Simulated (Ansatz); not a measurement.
SCF convergence of CoO against the mixing step

These are results of Ansatz, DFT PBE, scalar-relativistic, plane waves, PAW, not measurements.

```yaml
crystal:
  lattice:
    - [-1.50800, 1.50800, 2.10725]
    - [1.50800, -1.50800, 2.10725]
    - [1.50800, 1.50800, -2.10725]
  atoms:
    - { symbol: Co, position: [0.00000, 0.00000, 0.00000] }
    - { symbol: O, position: [0.50000, 0.50000, 0.00000] }
```

```json
{
  "plane-wave cutoff": "420 eV",
  "Γ-centred k-mesh": "20×20×20",
  "occupation rule": "Gaussian smearing, 0.1 eV",
  "list of starting moments (μB, in atom order)": "2.73 0.35",
  "check for lower electronic states after the SCF": "off"
}
```

Each run starts from superposed atomic densities and uses the program's default quasi-Newton mixer with a history of 8 with its automatic preconditioner, at most 120 iterations and the default threshold on the density residual; only the mixing step differs.

**Question.** Order these values of the mixing step from fewest iterations to most.
A. 1
B. 0.1
C. 0.2
D. 0.02
E. 0.05

**Answer.** A (13 iterations), C (16 iterations), B (19 iterations), D (20 iterations), E (28 iterations).

| mixing step | iterations | converged | density residual (eV) at iterations 1, 3, 5 |
| --- | --- | --- | --- |
| 0.02 | 20 | yes | 2.9 0.36 0.43 |
| 0.05 | 28 | yes | 2.9 0.3 0.17 |
| 0.1 | 19 | yes | 2.9 0.22 0.062 |
| 0.2 | 16 | yes | 2.9 0.1 0.027 |
| 1 | 13 | yes | 2.9 2.1 0.00044 |

Cost: 5 runs of about 3.6 core-minutes in all, on Intel Xeon Processor @ 2.70GHz (shared hosts).